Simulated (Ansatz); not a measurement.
**MgO: experiment and calculation**

**Measured values to compare with.**

From “Disentangling orbital and spin exchange interactions for Co^2+ on a rocksalt lattice”, 2018, arxiv:1807.05012, for a powder of MgO at 300 K: lattice constant a 4.2118 ± 0.0001 Å.

From “Electronic structure of alkaline earth and post-transition metal oxides”, 2009, arxiv:0908.1581, for a bulk crystal of MgO: band gap 7.83 eV.

From “Infrared Optical Properties of Ferropericlase (Mg1-xFexO): Experiment and Theory”, 2007, arxiv:0704.2267, for a bulk crystal of MgO at 295 K: high-frequency dielectric constant 2.95 ± 0.1.

The runs below are set against these values where they give the same quantity.

Theory: DFT PBEsol, scalar-relativistic, plane waves, PAW (Ansatz 0.2.0).

Cutoff 420 eV; k points 10×10×10 on the computed 2-atom cell (Γ-centred); Gaussian smearing, width 0.02 eV; no spin polarisation.

Relaxed structure, symmetry kept:

```
Mg O
1.0
     0.00000    2.10713    2.10713
     2.10713    0.00000    2.10713
     2.10713    2.10713    0.00000
Mg O
1 1
Direct
  0.00000 0.00000 0.00000
  0.50000 0.50000 0.50000
```

- Space group: Fm-3m (No. 225)
- Volume per atom: 9.36 Å³
- Formation energy from the elements' standard states (uncorrected): -2.769 eV/atom
- Kohn–Sham band gap: 4.62 eV, direct at Γ
- Löwdin character of the top 1 eV of the valence band: O 2p 98 %
- Löwdin character of the lowest 1 eV of the conduction band: Mg 3s 54 %, O 2s 36 %, O 2p 9 %
- Electron masses at the edge by Cartesian direction of the standard setting (m_e; degenerate bands sorted by energy; no spin-orbit coupling): x: 0.34; y: 0.34; z: 0.34
- Hole masses at the edge by Cartesian direction of the standard setting (m_e; degenerate bands sorted by energy; no spin-orbit coupling): x: 2.1, 2.1, 0.38; y: 2.1, 2.1, 0.38; z: 2.1, 2.1, 0.38
- Bulk modulus: 157 GPa
- Its pressure derivative: 4.1
- Electronic dielectric constant xx, yy, zz of the standard setting (independent particles): 3.3, 3.3, 3.3
- Bader charges (e): Mg (1 in the cell) 1.71, O (1 in the cell) -1.71

Against the measured lattice constant a of MgO, 4.2118 Å (300 K; powder; the paper above), the calculated 4.214 Å is off by +0.1 %. 4 values of this kind are on record (4.2118 to 4.21322 Å); this one was drawn at random among those near their median, those with a stated uncertainty first. The calculation is for 0 K without zero-point motion. Measured band gap of MgO: 7.83 eV (quoted in the paper above). This calculation gives 4.62 eV (-3.21 eV). Kohn–Sham gaps of semilocal functionals fall short of measured ones as a rule. Measured high-frequency dielectric constant of MgO: 2.95 (295 K; the paper above). This calculation gives 3.32 (+12.6 %). Local fields are left out.